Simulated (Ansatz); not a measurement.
Ti3O4 in Ansatz: the effect of target pressure

The system is Ti3O4.

```xyz
7
Lattice="-2.0659 2.0659 4.0891 2.0659 -2.0659 4.0891 2.0659 2.0659 -4.0891" Properties=species:S:1:pos:R:3 pbc="T T T"
Ti    0.0000    2.0659    2.0446
Ti    0.0000    0.0000    4.0891
Ti    2.0659    0.0000    2.0446
O     0.0000    0.0000    6.1818
O     0.0000    2.0659    0.0000
O     0.0000    0.0000    1.9964
O     2.0659    0.0000    0.0000
```

The cell comes from a database or a generator and needn't be the stable form of this composition.

Alike in all runs:

```yaml
Program: Ansatz 0.2.0
Task: relaxation of cell and atoms
Functional: PBEsol
Potentials_or_basis: Ansatz PAW
Cutoff: "420 eV (not typed: the program's choice for these potentials)"
k_mesh: 9 × 9 × 9
Occupations: fermi-dirac, width 0.05 eV
Spin: no spin polarisation
```

Each run relaxes the cell or the atoms first.

Task: One run gave: relaxed volume 9.35 Å³/atom. Which target pressure did it use?
A. 30 GPa
B. 20 GPa
C. 10 GPa
D. 0 GPa
E. 2 GPa

Result: C.

```csv
target pressure,relaxed volume (Å³/atom)
0 GPa,9.72
2 GPa,9.64
5 GPa,9.52
10 GPa,9.35
20 GPa,9.04
30 GPa,8.77
```

Caveats: the plane-wave basis is chosen anew once the cell has moved, so the energies of steps on either side of that aren't comparable; the PAW data sets come from PBE, with cores solved anew for the run's functional, which leaves a small shift of forces and pressure.
